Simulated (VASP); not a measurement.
Runs of VASP 6.6.1 on NiO. It takes space group Fm-3m (No. 225, cubic). The conventional cell has a = 4.172 Å, b = 4.172 Å, c = 4.172 Å, α = 90.00°, β = 90.00°, γ = 90.00°. Around Ni (site symmetry m-3m) lie 6 O at 2.09 Å. Around O (site symmetry m-3m) lie 6 Ni at 2.09 Å. 

```csv
task,level,cell,cutoff (eV),gap on the mesh (eV),pressure (GPa),moment (μB),relaxed volume (Å³/atom)
relaxation of cell and atoms,revPBE+D4,relaxed,600,none,0.0,1.80,(a)
relaxation of cell and atoms,PBEsol+D4,relaxed,600,none,-0.1,(c),8.62
band structure,PBEsol,as given,520,-,-7.6,(d),-
band structure,LAK,as given,520,1.14,12.5,(b),-
relaxation of cell and atoms,PBEsol+rVV10,relaxed,600,none,0.1,1.22,8.67
```

Alike in all rows: potentials or basis VASP PAW PBE potentials, release 64 (Ni, O); spin collinear, ferromagnetic start; k mesh 11 × 11 × 11; smearing fermi-dirac 0.05 eV.

Estimate the missing entries.

(a) 9.16; (b) 2.00; (c) 1.20; (d) 1.34.

Caveats: the PAW data sets were made with another functional, which shifts forces and pressure a little; a cell with one magnetic atom can't hold antiferromagnetic order, which such compounds often take; semilocal functionals often make such compounds metallic where correlation or magnetic order opens a gap, which also shifts bond lengths (some runs); pairwise dispersion overbinds metals, which lowers pressure and volume (some runs).

A k mesh can miss the band edges.

A gap of «none» marks a metal or a gap under the smearing width.

Runs at the PBE level aren't shown here.
